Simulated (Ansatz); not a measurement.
**TaN under changes of volume**

One of the cells (10.776 Å³/atom); the others are scaled copies at fixed shape and fractional positions:

```xyz
2
Lattice="2.9380 0.0000 0.0000 -1.4690 2.5444 0.0000 0.0000 0.0000 2.8830" Properties=species:S:1:pos:R:3 pbc="T T T"
Ta    0.0000    0.0000    1.4415
N     1.4690    0.8481    0.0000
```

| Property | Result |
| --- | --- |
| Program | Ansatz 0.2.0 |
| Functional | PBEsol |
| Potentials or basis | all-electron LAPW, scalar-relativistic |
| Cutoff | 350 eV (chosen from the basis error) |
| Basis error allowed | 0.001 eV/atom |
| k mesh | 10 × 10 × 9 |
| Occupations | fermi-dirac, width 0.05 eV |
| Spin | no spin polarisation |

```tsv
volume (Å³/atom)	energy over the lowest point (meV/atom)	pressure (GPa)
10.129	28.26	19.2
10.345	?	?
10.560	0.00	2.4
10.776	1.70	-4.8
10.991	12.54	-11.2
11.207	31.59	-17.0
11.422	58.00	-22.2
```

What does the run at 10.345 Å³/atom give?

Energy over the lowest point 8.47 meV/atom; pressure 10.4 GPa.

Worked out: A Birch-Murnaghan fit of order 3 (a polynomial in V^(-2/3)) to the other rows has its minimum at 10.63 Å³/atom with B0 = V·E''(V) = 360 GPa and B' = 4.3 at fixed shape and positions, which overstates the stiffness. It gives 8.44 meV/atom at 10.345 Å³/atom, against the run's 8.47, and -dE/dV = 10.3 GPa, against 10.4.

Energies are extrapolated to zero smearing.
